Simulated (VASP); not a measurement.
Write the native input for VASP 6.6.1 that does the following.

* Task: relaxation of cell and atoms
* Functional: PBE
* Potentials or basis: VASP PAW PBE potentials, release 64 (Zn, Se)
* Cutoff: 600 eV
* k mesh: 8 × 8 × 8
* Occupations: gaussian, width 0.03 eV
* Spin: no spin polarisation
* Further INCAR settings: ALGO = Normal; EDIFF = 1e-06; IBRION = 2; EDIFFG = -0.01; NSW = 90; ISIF = 3

The structure of ZnSe (Stilleite) lies in POSCAR:

```
ZnSe
1.0
    0.0000000000      2.8338000000      2.8338000000
    2.8338000000      0.0000000000      2.8338000000
    2.8338000000      2.8338000000      0.0000000000
Zn Se
1 1
Direct
    0.0000000000      0.0000000000      0.0000000000
    0.2500000000      0.2500000000      0.2500000000
```

The input as run:

INCAR

```
PREC = Accurate
ENCUT = 600
EDIFF = 1E-6
ISMEAR = 0
SIGMA = 0.03
LREAL = False
LASPH = True
NELM = 80
ALGO = Normal
ISIF = 3
LWAVE = False
LCHARG = False
GGA = PE
IBRION = 2
NSW = 90
EDIFFG = -0.01
```

KPOINTS

```
regular mesh
0
Gamma
  8 8 8
```

Potentials or basis: VASP PAW PBE potentials, release 64 (Zn, Se).

Launch:

```sh
$ cat potpaw_PBE.64/Zn/POTCAR potpaw_PBE.64/Se/POTCAR > POTCAR
$ mpirun -np 1 vasp_std > vasp.out
```

It gave:

* Relaxed volume: 23.66 Å³/atom
* Relaxed cell: a = 4.060 Å, b = 4.060 Å, c = 4.060 Å, α = 60.00°, β = 60.00°, γ = 60.00°
* Space group after relaxing (to 0.05 Å): F-43m (No. 216)
* Energy gained by relaxing: 6.1 meV/atom
* Ionic steps: 4
* Pressure after relaxing: -0.1 GPa
* Band gap on the k mesh: 1.13 eV, direct

Run time: 26 s on 1 thread of Intel(R) Xeon(R) 6975P-C (Granite Rapids), with other jobs on the host, peak memory 0.19 GiB.
